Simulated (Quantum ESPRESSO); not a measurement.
Crystal: GaP.

```
Ga P
1.0
     0.00000    2.72525    2.72525
     2.72525    0.00000    2.72525
     2.72525    2.72525    0.00000
Ga P
1 1
Direct
  0.00000 0.00000 0.00000
  0.75000 0.75000 0.75000
```

* Program: Quantum ESPRESSO 7.5
* Task: phonons
* Functional: revPBE
* Potentials or basis: JTH 2.0 PBE
* Cutoff: 490 eV
* Density cutoff: 2939 eV
* k mesh: 6 × 6 × 6, shifted
* Occupations: fermi-dirac, width 0.05 eV
* Spin: no spin polarisation
* Mixing beta: 0.5
* Most SCF iterations: 120
* SCF threshold: 4e-10 Ry

The first run showed a gap, so the response started from a second, tighter run with fixed occupations.

At Γ the optical frequencies without the macroscopic field are 359 359 359 cm⁻¹, at a pressure of 3.9 GPa.

**Question.** How do the modes respond when the cell is scaled evenly, at fixed shape?

**Answer.** The highest of these modes has a Grüneisen parameter of 1.21 and moves by +4.8 cm⁻¹ per GPa. None of the listed modes softens on compression. The pressures give a bulk modulus of about 90 GPa.

Frequencies at 99 % and 101 % of the volume (pressures 4.8 and 3.0 GPa), ions relaxed:
| mode | 99 % (cm⁻¹) | 101 % (cm⁻¹) | Grüneisen parameter |
| --- | --- | --- | --- |
| 4 | 363.3 | 354.6 | 1.21 |
| 5 | 363.3 | 354.6 | 1.21 |
| 6 | 363.3 | 354.6 | 1.21 |

Modes are matched by their order; those that don't vary smoothly over the three volumes are left out.

Caveat: the potentials were made for another functional, which shifts forces and pressure; the cell is more than 3 GPa from zero pressure, which shifts response properties; the cutoff is low for these files, which shifts pressure and relaxed volume.
